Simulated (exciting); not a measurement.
MgSe: single point with PBE

MgSe:

```xyz
2
Lattice="0.0000 2.7255 2.7255 2.7255 0.0000 2.7255 2.7255 2.7255 0.0000" Properties=species:S:1:pos:R:3 pbc="T T T"
Se    2.7255    2.7255    2.7255
Mg    0.0000    0.0000    0.0000
```

```
Program                                  : exciting (release sodium)
Task                                     : single point
Functional                               : PBE
Potentials or basis                      : all-electron LAPW+lo, shipped species files, valence relativity iora*
rgkmax                                   : 9
k mesh                                   : 8 × 8 × 8
Occupations                              : gaussian, width 0.1 eV
Spin                                     : no spin polarisation
outputlevel                              : normal
gmaxvr (cutoff of density and potential) : 14 1/bohr
lmaxapw (and lmaxmat)                    : 10
lmaxvr                                   : 8
nempty                                   : 10
Valence relativity                       : iora*
epsengy                                  : 1e-05 Ha
epspot                                   : 1e-05 Ha
maxscl                                   : 60
Muffin-tin radii                         : Se 2.0, Mg 2.0 bohr
```

```
Band gap on the k mesh                            : 1.82 eV, indirect (least direct gap 2.61 eV)
All electrons inside the program's atomic spheres : Se 31.31; Mg 10.26 (radii Se 2.0, Mg 2.0 bohr)
```

Levels at points of the mesh, in eV from the valence-band top:
```
           k point  band 11  band 12  band 13  band 14  band 15  band 16
(0.00, 0.00, 0.00)     0.00     0.00     0.00     2.61     7.44     7.44
(0.50, 0.00, 0.00)    -4.94    -0.58    -0.58     3.84     6.12     6.12
(0.50, 0.50, 0.00)    -4.25    -1.78    -1.78     1.82     3.98    11.75
```

Wall time 2.8 min on 1 thread of Arm Neoverse V2, on a shared host, peak memory 0.14 GiB.

A k mesh can miss the band edges.
